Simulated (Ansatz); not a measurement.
In:

```
CELL_PARAMETERS angstrom
-1.88253 1.88253 1.88253
1.88253 -1.88253 1.88253
1.88253 1.88253 -1.88253
ATOMIC_POSITIONS crystal
In 0.00000 0.00000 0.00000
```

This isn't the form of In at room conditions, which is tetragonal.

| Property | Result |
| --- | --- |
| Program | Ansatz 0.2.0 |
| Task | relaxation of cell and atoms |
| Functional | PBEsol |
| Dispersion | D4 |
| Potentials or basis | Ansatz PAW |
| Cutoff | 420 eV (not typed: the program's choice for these potentials) |
| k mesh | 10 × 10 × 10 |
| Occupations | fermi-dirac, width 0.05 eV |
| Spin | no spin polarisation |

At the start: volume 26.69 Å³/atom.

Problem. Where does the relaxation end?

Solution. It ends after 5 steps and the volume is 25.01 Å³/atom (-6.3 %); space group Im-3m (No. 229, to 0.05 Å).

Step by step:
```tsv
step	energy change (eV)	largest force (eV/Å)	volume (Å³)
1	0.0000	0.0000	26.69
2	-0.0144	0.0000	25.24
3	-0.0148	0.0000	24.97
4	-0.0148	0.0000	25.01
5	-0.0144	0.0000	25.01
```

Final structure:
```
In
1.0
    -1.84223    1.84223    1.84223
     1.84223   -1.84223    1.84223
     1.84223    1.84223   -1.84223
In
1
Direct
  0.00000 0.00000 0.00000
```

Caveat: the plane-wave basis is chosen anew once the cell has moved, so the energies of steps on either side of that aren't comparable; pairwise dispersion overbinds metals, which lowers pressure and volume; the PAW data sets come from PBE, with cores solved anew for the run's functional, which leaves a small shift of forces and pressure.
